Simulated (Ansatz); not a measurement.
The elements of this relaxed trial crystal are hidden behind letters.

```
lattice vectors (Å)
   4.0780    0.0000    0.0000
   0.0000    4.0780    0.0000
   0.0000    0.0000    4.0780
fractional positions
X 0.0000 0.0000 0.0000
Z 0.8012 0.5000 0.5000
Z 0.1988 0.5000 0.5000
Z 0.5000 0.5000 0.8012
Z 0.5000 0.5000 0.1988
Z 0.5000 0.1988 0.5000
Z 0.5000 0.8012 0.5000
```

Computed with DFT PBE, scalar-relativistic, plane waves, PAW (Ansatz 0.2.0). The final run on the 7-atom cell used 420 eV, a Γ-centred 10×10×10 mesh, 0.10 eV smearing and collinear spin.

```
Space group                                 : Pm-3m (No. 221)
Conventional cell                           : a = 4.078 Å
Volume per atom                             : 9.69 Å³
Density                                     : 2.76 g/cm³
Energy over the elements                    : +0.12 eV/atom
Gap on the 10×10×10 mesh of the 7-atom cell : 0 eV (a metal)
Net moment per atom                         : 0.26 μB
```

Energies are uncorrected and count from the elements' standard states at the same level.

Question: X is a d-block element of period 4 and Z is a p-block element of period 2. Which elements are they?

Answer: X = Ti, Z = B, so the formula is TiB6. Density times volume gives a mean mass of 2.76 × 9.69/1.6605 = 16.1 u per atom, and this set has 16.1 u. Among the elements that the hints allow, noble gases aside, only these give it. Ti is surrounded by 24 B at 3.00 Å; B has 1 B at 1.62 Å, 4 B at 1.74 Å, 1 B at 2.46 Å and 4 Ti at 3.00 Å.

The magnetic state reached may not be the lowest. Symmetry constrained the relaxation, so the result can be a saddle point.
